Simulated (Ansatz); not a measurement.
TiTe: equation of state with PBEsol

Crystal: TiTe.

```
Te Ti
1.0
     3.84200    0.00000    0.00000
    -1.92100    3.32727    0.00000
     0.00000    0.00000    6.40300
Te Ti
2 2
Direct
  0.66667 0.33333 0.75000
  0.33333 0.66667 0.25000
  0.00000 0.00000 0.50000
  0.00000 0.00000 0.00000
```

- Program: Ansatz 0.2.0
- Task: equation of state
- Functional: PBEsol
- Potentials or basis: Ansatz PAW
- Cutoff: 420 eV
- Density cutoff: 1680 eV
- k mesh: 8 × 8 × 4
- Occupations: fermi-dirac, width 0.05 eV
- Spin: no spin polarisation

* Equilibrium volume: 21.15 Å³/atom
* Bulk modulus at fixed shape and positions: 96 GPa
* Pressure derivative of the bulk modulus: 4.4

Energy against volume, from the lowest point:
```csv
volume (Å³/atom),energy (meV/atom)
19.235,61.42
19.644,36.50
20.054,18.56
20.463,6.91
20.872,0.91
21.281,0.00
21.691,3.67
```

All runs of the series together: 22 s on 2 threads of Arm Neoverse V1, with other jobs on the host.

Caveat: the cell was scaled at fixed shape and fractional positions, which overstates the stiffness of a crystal with free parameters, most of all of layers and chains. Spin-orbit coupling is left out, which matters for the levels of Te.
